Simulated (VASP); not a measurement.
# NaI (Pm-3m) in VASP: further runs

One crystal, NaI, is run at these levels: r2SCAN; tasks: single point.

All numbers are computed with VASP 6.6.1; they aren't measurements. Logs are shortened: lines on timing, memory, paths and dates and some standing lists are left out, and cuts for length are marked.

### 1 The cell of the first run

Symmetry: Pm-3m, No. 221, cubic system. Conventional cell: a = 3.942 Å, b = 3.942 Å, c = 3.942 Å, α = 90.00°, β = 90.00°, γ = 90.00°. Na (site symmetry m-3m) is surrounded by 8 I at 3.41 Å. I (site symmetry m-3m) has 8 Na at 3.41 Å as nearest neighbours.

The cell was built by a generator and needn't be a form met in nature.

### 2 Single point, r2SCAN (hydrostatic strain -2.5%)

POSCAR

```
NaI
1.0
    3.9415435151      0.0000000000      0.0000000000
    0.0000000000      3.9415435151      0.0000000000
    0.0000000000      0.0000000000      3.9415435151
Na I
1 1
Direct
    0.0000000000      0.0000000000      0.0000000000
    0.5000000000      0.5000000000      0.5000000000
```

INCAR.step1

```
SYSTEM = NaI
ALGO = Normal
EDIFF = 1E-4
ENCUT = 520
GGA = PE
ISMEAR = 0
LASPH = .TRUE.
LCHARG = .FALSE.
LREAL = .FALSE.
LWAVE = .TRUE.
NBANDS = 14
NELM = 100
PREC = Accurate
SIGMA = 0.01
```

INCAR.step2

```
SYSTEM = NaI
ALGO = Normal
EDIFF = 1E-7
ENCUT = 520
ISIF = 2
ISMEAR = 0
ISTART = 1
LASPH = .TRUE.
LCHARG = .FALSE.
LMIXTAU = .TRUE.
LREAL = .FALSE.
LWAVE = .FALSE.
METAGGA = R2SCAN
NBANDS = 14
NELM = 100
PREC = Accurate
SIGMA = 0.01
```

KPOINTS

```
k-points
0
G
  6 6 6
  0 0 0
```

Potentials or basis: VASP PAW PBE potentials, release 64 (Na_pv, I).

The run is started by

```
cat potpaw_PBE.64/Na_pv/POTCAR potpaw_PBE.64/I/POTCAR > POTCAR
cp INCAR.step1 INCAR
mpirun -np 1 vasp_std > vasp.out
cp INCAR.step2 INCAR
mpirun -np 1 vasp_std > vasp.out
```

OUTCAR:

```text
SYSTEM = NaI
   EDIFF = 1E-7
   ENCUT = 520
   ISIF = 2
   ISMEAR = 0
   ISTART = 1
   LASPH = .TRUE.
   LREAL = .FALSE.
   METAGGA = R2SCAN
   NELM = 100
   PREC = Accurate

 ion  position               nearest neighbor table
   1  0.000  0.000  0.000-
   2  0.500  0.500  0.500-

  LATTYP: Found a simple cubic cell.
 ALAT       =     3.9415435151

  Lattice vectors:

 A1 = (   3.9415435151,   0.0000000000,   0.0000000000)
 A2 = (   0.0000000000,   3.9415435151,   0.0000000000)
 A3 = (   0.0000000000,   0.0000000000,   3.9415435151)

Analysis of symmetry for initial positions (statically):
=====================================================================
 Subroutine PRICEL returns:
 Original cell was already a primitive cell.

 Routine SETGRP: Setting up the symmetry group for a
 simple cubic supercell.

 Subroutine GETGRP returns: Found 48 space group operations
 (whereof 48 operations were pure point group operations)
 out of a pool of 48 trial point group operations.

The static configuration has the point symmetry O_h .

Analysis of symmetry for dynamics (positions and initial velocities):
=====================================================================
 Subroutine PRICEL returns:
 Original cell was already a primitive cell.

 Routine SETGRP: Setting up the symmetry group for a
 simple cubic supercell.

 Subroutine GETGRP returns: Found 48 space group operations
 (whereof 48 operations were pure point group operations)
 out of a pool of 48 trial point group operations.

The dynamic configuration has the point symmetry O_h .

 Subroutine INISYM returns: Found 48 space group operations
 (whereof 48 operations are pure point group operations),
 and found     1 'primitive' translations

----------------------------------------------------------------------------------------

                                     Primitive cell

  volume of cell :      61.2349

  direct lattice vectors                    reciprocal lattice vectors
     3.941543515  0.000000000  0.000000000     0.253707715  0.000000000  0.000000000
     0.000000000  3.941543515  0.000000000     0.000000000  0.253707715  0.000000000
     0.000000000  0.000000000  3.941543515     0.000000000  0.000000000  0.253707715

  length of vectors
     3.941543515  3.941543515  3.941543515     0.253707715  0.253707715  0.253707715

  position of ions in fractional coordinates (direct lattice)
     0.000000000  0.000000000  0.000000000
     0.500000000  0.500000000  0.500000000

  ion indices of the primitive-cell ions
   primitive index   ion index
                 1           1
                 2           2

----------------------------------------------------------------------------------------

 KPOINTS: k-points

Automatic generation of k-mesh.
 Grid dimensions read from file:
 generate k-points for:    6    6    6

 Generating k-lattice:

  Cartesian coordinates                     Fractional coordinates (reciprocal lattice)
     0.042284619  0.000000000  0.000000000     0.166666667  0.000000000  0.000000000
     0.000000000  0.042284619  0.000000000     0.000000000  0.166666667  0.000000000
     0.000000000  0.000000000  0.042284619     0.000000000  0.000000000  0.166666667

  Length of vectors
     0.042284619  0.042284619  0.042284619

  Shift w.r.t. Gamma in fractional coordinates (k-lattice)
     0.000000000  0.000000000  0.000000000

 Subroutine IBZKPT returns following result:
 ===========================================

 Found     20 irreducible k-points:

 Following reciprocal coordinates:
            Coordinates               Weight
  0.000000  0.000000  0.000000      1.000000
  0.166667  0.000000  0.000000      6.000000
  0.333333  0.000000  0.000000      6.000000
  0.500000  0.000000  0.000000      3.000000
  0.166667  0.166667  0.000000     12.000000
  0.333333  0.166667  0.000000     24.000000
[... 12 lines left out ...]
  0.500000  0.500000  0.333333      6.000000
  0.500000  0.500000  0.500000      1.000000
   k-points           NKPTS =     20   k-points in BZ     NKDIM =     20   number of bands    NBANDS=     14
   number of dos      NEDOS =    301   number of ions     NIONS =      2
   total plane-waves  NPLWV =  27000
   dimension x,y,z NGX =    30 NGY =   30 NGZ =   30
   dimension x,y,z NGXF=    60 NGYF=   60 NGZF=   60
   ions per type =               1   1
   NGX,Y,Z   is equivalent  to a cutoff of  12.65, 12.65, 12.65 a.u.
   NGXF,Y,Z  is equivalent  to a cutoff of  25.31, 25.31, 25.31 a.u.
 SYSTEM =  NaI
   PREC   = accura    normal or accurate (medium, high low for compatibility)
   ISTART =      1    job   : 0-new  1-cont  2-samecut
   ICHARG =      0    charge: 1-file 2-atom 10-const
   ISPIN  =      1    spin polarized calculation?
   LNONCOLLINEAR =      F non collinear calculations
   LSORBIT =      F    spin-orbit coupling
   LASPH  =      T    aspherical Exc in radial PAW
   ENCUT  =  520.0 eV  38.22 Ry    6.18 a.u.   7.33  7.33  7.33*2*pi/ulx,y,z
   NELM   =    100;   NELMIN=  2; NELMDL=  0     # of ELM steps
   EDIFF  = 0.1E-06   stopping-criterion for ELM
   LREAL  =      F    real-space projection
   EDIFFG = 0.1E-05   stopping-criterion for IOM
   NSW    =      0    number of steps for IOM
   IBRION =     -1    ionic relax: 0-MD 1-quasi-New 2-CG
   NFREE  =      0    steps in history (QN), initial steepest desc. (CG)
   ISIF   =      2    stress and relaxation
   ISYM   =      2    0-nonsym 1-usesym 2-fastsym
   POTIM  = 0.5000    time-step for ionic-motion
   TEBEG  =    0.0;   TEEND  =   0.0 temperature during run
   PSTRESS=    0.0 pullay stress
   NELECT =      14.0000    total number of electrons
   NUPDOWN=      -1.0000    fix difference up-down
   EMIN   =  10.00;   EMAX   =-10.00  energy-range for DOS
   EFERMI =   0.00;   METHOD = LEGACY
   ISMEAR =     0;   SIGMA  =   0.01  broadening in eV -4-tet -1-fermi 0-gaus
   EFERMI_NEDOS =   21; number of points for ismear=-14 and -15
   IALGO  =     38    algorithm
   IMIX   =      4    mixing-type and parameters
     AMIX     =   0.40;   BMIX     =  1.00
     AMIX_MAG =   1.60;   BMIX_MAG =  1.00
  volume/ion in A,a.u.               =      30.62       206.62
  Fermi-wavevector in a.u.,A,eV,Ry     =   1.001039  1.891690 13.634125  1.002080
  Thomas-Fermi vector in A             =   2.133435
   LORBIT       =      0    0 simple, 1 ext, 2 COOP (PROOUT), +10 PAW based schemes
   METAGGA = R2SCAN    functional components
   LHFCALC =     F    Hartree Fock is set to
   AEXX    =    0.0000 exact exchange contribution
   IVDW    =     0    specifies the selected vdW correction
   LEPSILON=     F    determine dielectric tensor
   LRPA    =     F    only Hartree local field effects (RPA)
 non-spin polarized calculation
 Gauss-broadening in eV      SIGMA  =   0.01
  energy-cutoff  :      520.00
  volume of cell :       61.23
 maximum number of plane-waves:      1671
 NGX is ok and might be reduce to    30
   NGX = 15   NGY = 15   NGZ = 15

 number of electron      14.0000007 magnetization

 Free energy of the ion-electron system (eV)
  ---------------------------------------------------
  ext. energy  EPLUGINS =         0.00000000
  ---------------------------------------------------
  free energy    TOTEN  =       -30.71041362 eV

  energy without entropy =      -30.71041362  energy(sigma->0) =      -30.71041362

 E-fermi :   2.4142     XC(G=0):  -8.5424

 val. band max:        2.3161247528   @ k =   0.5000   0.5000   0.0000
 cond. band min:       5.5113185852   @ k =   0.5000   0.5000   0.0000
 fundamental gap:      3.1951938324
 Fermi energy:         2.4141942262

 k-point     1 :       0.0000    0.0000    0.0000
  band No.  band energies     occupation
      1     -22.2648      2.00000
      2     -22.2648      2.00000
      3     -22.2648      2.00000
      4     -10.1898      2.00000
      5       1.5452      2.00000
      6       1.5452      2.00000
      7       1.5452      2.00000
      8       5.5299      0.00000
      9       8.2476      0.00000
     10       8.2476      0.00000
     11      14.9981      0.00000
     12      14.9981      0.00000
     13      14.9981      0.00000
     14      14.9991      0.00000

 k-point     2 :       0.1667    0.0000    0.0000
  band No.  band energies     occupation
      1     -22.2675      2.00000
      2     -22.2646      2.00000
      3     -22.2646      2.00000
      4     -10.0919      2.00000
      5       0.5408      2.00000
      6       1.6329      2.00000
      7       1.6329      2.00000
      8       6.2111      0.00000
      9       8.4939      0.00000
     10       9.2425      0.00000
     11      12.9929      0.00000
     12      12.9929      0.00000
     13      14.0415      0.00000
     14      15.1146      0.00000

 k-point     3 :       0.3333    0.0000    0.0000
  band No.  band energies     occupation
      1     -22.2727      2.00000
      2     -22.2641      2.00000
      3     -22.2641      2.00000
      4      -9.8795      2.00000
      5      -0.8343      2.00000
      6       1.8208      2.00000
      7       1.8208      2.00000
      8       7.1485      0.00000
      9       9.1942      0.00000
     10      10.3165      0.00000
     11      11.4526      0.00000
     12      11.4526      0.00000
     13      12.8448      0.00000
     14      14.3110      0.00000
[... 256 lines left out ...]
 k-point    19 :       0.5000    0.5000    0.3333
  band No.  band energies     occupation
      1     -22.2724      2.00000
      2     -22.2724      2.00000
      3     -22.2697      2.00000
      4      -9.1263      2.00000
      5      -0.2857      2.00000
      6      -0.2857      2.00000
      7       0.3651      2.00000
      8       6.3655      0.00000
      9       7.4730      0.00000
     10       7.4730      0.00000
     11      11.0250      0.00000
     12      14.7293      0.00000
     13      16.9160      0.00000
     14      16.9160      0.00000

 k-point    20 :       0.5000    0.5000    0.5000
  band No.  band energies     occupation
      1     -22.2720      2.00000
      2     -22.2720      2.00000
      3     -22.2720      2.00000
      4      -9.0278      2.00000
      5      -0.1344      2.00000
      6      -0.1344      2.00000
      7      -0.1344      2.00000
      8       6.8255      0.00000
      9       6.8255      0.00000
     10       6.8255      0.00000
     11      10.0841      0.00000
     12      17.6592      0.00000
     13      17.6592      0.00000
     14      17.6592      0.00000

------------------------ aborting loop because EDIFF is reached ----------------------------------------

  FORCE on cell =-STRESS in cart. coord.  units (eV):
  Direction    XX          YY          ZZ          XY          YZ          ZX
  --------------------------------------------------------------------------------------
  -------------------------------------------------------------------------------------
  Total        0.5631632      0.5631632      0.5631632      0.0000000      0.0000000      0.0000000
  in kB       14.7348550     14.7348550     14.7348550      0.0000000      0.0000000      0.0000000
  external PRESSURE =      14.7348550 kB  Pullay stress =       0.0000000 kB

 VOLUME and BASIS-vectors are now :
 -----------------------------------------------------------------------------
  energy-cutoff  :      520.00
  volume of cell :       61.23
      direct lattice vectors                 reciprocal lattice vectors
     3.941543515  0.000000000  0.000000000     0.253707715  0.000000000  0.000000000
     0.000000000  3.941543515  0.000000000     0.000000000  0.253707715  0.000000000
     0.000000000  0.000000000  3.941543515     0.000000000  0.000000000  0.253707715

 POSITION                                       TOTAL-FORCE (eV/Angst)
 -----------------------------------------------------------------------------------
      0.00000      0.00000      0.00000         0.000000      0.000000      0.000000
      1.97077      1.97077      1.97077         0.000000      0.000000      0.000000
 -----------------------------------------------------------------------------------
    total drift:                                0.000000     -0.000000     -0.000000

  FREE ENERGIE OF THE ION-ELECTRON SYSTEM (eV)
  ---------------------------------------------------
  free  energy   TOTEN  =       -30.7104136195 eV

  energy  without entropy=      -30.7104136195  energy(sigma->0) =      -30.71041362
```

Run time: 27 s. Hardware: 1 thread of Intel Xeon 6975P-C (Granite Rapids), shared host; peak memory 0.17 GiB.

Results:

```yaml
Free_energy: -30.7104 eV
Pressure: 1.5 GPa
Band_gap_on_the_k_mesh: 3.20 eV, direct
```

Caveat: the PAW data sets were made with another functional, which shifts forces and pressure a little; spin-orbit coupling is left out, which moves the levels of the heavy elements. A k mesh can miss the band edges.

### 3 Single point, r2SCAN (biaxial_xy strain +3.1%)

POSCAR

```
NaI
1.0
    4.1674095145      0.0000000000      0.0000000000
    0.0000000000      4.1674095145      0.0000000000
    0.0000000000      0.0000000000      4.0405366633
Na I
1 1
Direct
    0.0000000000      0.0000000000      0.0000000000
    0.5000000000      0.5000000000      0.5000000000
```

INCAR.step1

```
SYSTEM = NaI
  PREC = Accurate
  ENCUT = 520
  ISMEAR = 0
  SIGMA = 0.01
  LREAL = .False.
  LASPH = .True.
  NELM = 100
  NBANDS = 14
  GGA = PE
  ALGO = Normal
  EDIFF = 1E-4
  LWAVE = .True.
  LCHARG = .False.
```

INCAR.step2

```
SYSTEM = NaI
  PREC = Accurate
  ENCUT = 520
  EDIFF = 1E-7
  ISMEAR = 0
  SIGMA = 0.01
  LREAL = .False.
  LASPH = .True.
  NELM = 100
  ALGO = Normal
  ISIF = 2
  LWAVE = .False.
  LCHARG = .False.
  METAGGA = R2SCAN
  LMIXTAU = .True.
  NBANDS = 14
  ISTART = 1
```

KPOINTS

```
regular mesh
0
Gamma
  6 6 6
  0 0 0
```

Potentials or basis: VASP PAW PBE potentials, release 64 (Na_pv, I).

The run is started by

```
cat potpaw_PBE.64/Na_pv/POTCAR potpaw_PBE.64/I/POTCAR > POTCAR
cp INCAR.step1 INCAR
mpirun -np 1 vasp_std > vasp.out
cp INCAR.step2 INCAR
mpirun -np 1 vasp_std > vasp.out
```

Run time: 40 s. Hardware: 1 thread of Intel Xeon 6975P-C (Granite Rapids), shared host; peak memory 0.19 GiB.

It converged, with:

```
Free energy            : -30.7087 eV
Pressure               : -1.0 GPa
Band gap on the k mesh : 2.82 eV, indirect (least direct gap 3.25 eV)
```

Stress tensor (GPa, compression positive):
```
-1.45  0.00  0.00
 0.00 -1.45  0.00
 0.00  0.00 -0.06
```

Levels at points of the mesh, in eV from the valence-band top:
```tsv
k point	band 3	band 4	band 5	band 6	band 7	band 8	band 9	band 10	band 11	band 12
(0.00, 0.00, 0.00)	-24.72	-12.08	-0.82	-0.82	-0.54	2.82	5.99	6.23	11.61	11.61
(0.50, 0.00, 0.00)	-24.72	-11.80	-3.12	-0.54	-0.27	5.12	6.71	7.63	8.14	8.65
(0.50, 0.50, 0.00)	-24.72	-11.56	-2.54	-2.54	0.00	3.25	7.65	8.79	8.79	9.51
(0.00, 0.00, 0.50)	-24.72	-11.74	-3.13	-0.48	-0.48	5.02	6.76	7.60	8.22	8.22
(0.50, 0.00, 0.50)	-24.72	-11.50	-2.57	-2.46	-0.20	3.39	7.42	8.50	8.66	9.10
(0.50, 0.50, 0.50)	-24.72	-11.27	-2.15	-2.04	-2.04	4.63	4.64	4.64	7.25	13.75
```

Caveat: the PAW data sets were made with another functional, which shifts forces and pressure a little; spin-orbit coupling is left out, which moves the levels of the heavy elements. A k mesh can miss the band edges.
